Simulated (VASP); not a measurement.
InP, 2 atoms in the cell. The structure is cubic, space group F-43m (No. 216). Conventional cell: a = 5.861 Å, b = 5.861 Å, c = 5.861 Å, α = 90.00°, β = 90.00°, γ = 90.00°. In (site symmetry -43m) is surrounded by 4 P at 2.54 Å. P (site symmetry -43m) is surrounded by 4 In at 2.54 Å. 

```yaml
Program: VASP 6.6.1
Task: single point
Functional: PBE
Potentials_or_basis: VASP PAW PBE potentials, release 64 (In_d, P)
Cutoff: 520 eV
k_mesh: 8 × 8 × 8
Occupations: gaussian, width 0.02 eV
Spin: no spin polarisation
Further_INCAR_settings: ALGO = Fast; EDIFF = 1e-07
```

Potentials or basis: VASP PAW PBE potentials, release 64 (In_d, P).

Run with:

```console
$ cat potpaw_PBE.64/In_d/POTCAR potpaw_PBE.64/P/POTCAR > POTCAR
$ mpirun -np 1 vasp_std > vasp.out
```

Hardware: 1 thread of Intel(R) Xeon(R) Platinum 8488C (Sapphire Rapids), with other jobs on the host.

Problem. Estimate the wall time of this run.

Solution. Wall time 19 s on 1 thread of Intel(R) Xeon(R) Platinum 8488C (Sapphire Rapids), with other jobs on the host, peak memory 0.18 GiB. Counts: scf iterations 17, k points 29.
